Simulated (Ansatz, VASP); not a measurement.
Two plane-wave programs on Cu

INCAR

```
SYSTEM = Cu
ALGO     = Normal         ! electronic algorithm
EDIFF    = 1E-8           ! SCF threshold, eV
ENCUT    = 520            ! plane-wave cutoff, eV
GGA      = PE             ! functional
ISIF     = 2              ! what is computed and relaxed
ISMEAR   = -1             ! smearing method
LASPH    = .TRUE.         ! aspherical terms in the spheres
LCHARG   = .FALSE.        ! write CHGCAR
LEFG     = .TRUE.       
LREAL    = .FALSE.        ! projectors in reciprocal space
LWAVE    = .FALSE.        ! write WAVECAR
NBANDS   = 12             ! bands
NELM     = 100            ! most SCF steps
PREC     = Accurate       ! precision mode
SIGMA    = 0.08           ! smearing width, eV
```

Contents of KPOINTS:

```
k-points
0
G
  16 16 16
  0 0 0
```

The input POSCAR:

```
Cu
1.0
   -1.4709088796      1.4709088796      1.4709088796
    1.4709088796     -1.4709088796      1.4709088796
    1.4709088796      1.4709088796     -1.4709088796
Cu
1
Direct
    0.0000000000      0.0000000000      0.0000000000
```

Input for Ansatz:

```yaml
crystal:
  lattice:
    - [-1.4709088796, 1.4709088796, 1.4709088796]
    - [1.4709088796, -1.4709088796, 1.4709088796]
    - [1.4709088796, 1.4709088796, -1.4709088796]
  atoms:
    - { symbol: Cu, position: [0.0, 0.0, 0.0] }
kpoints:
  mp_grid: { grid: [16, 16, 16] }
scf:
  occupations: { method: fermi_dirac, width: 0.08 }
hamiltonian:
  xc: pbe
  pseudopotentials: { kind: paw }
output:
  forces: true
  stress: true
  eigenvalues: true
  efg: { contact_densities: true }
```

Change from the starting cell: volume scaled by 1.06, PAW files.

Alike in both runs: task electric field gradients; functional PBE; k mesh 16 × 16 × 16; occupations fermi-dirac, width 0.08 eV; no spin polarisation.

```csv
,VASP,Ansatz
version,VASP 6.6.1,Ansatz 0.2.0
potentials or method,"VASP PAW PBE potentials, release 64 (Cu)","PAW with Ansatz's default frozen-core files, scalar-relativistic"
plane-wave cutoff (eV),520,420
valence electrons in the cell,11,19
```

|  | VASP | Ansatz | Ansatz less VASP |
| --- | --- | --- | --- |
| pressure (GPa) | -6.5 | -7.0 | -0.53 |
| Vzz of the field gradient on the site that differs most (V/Å²) | 0.0 | 0.0 | 0.00 |

The two sets of potentials don't hold the same shells in valence.
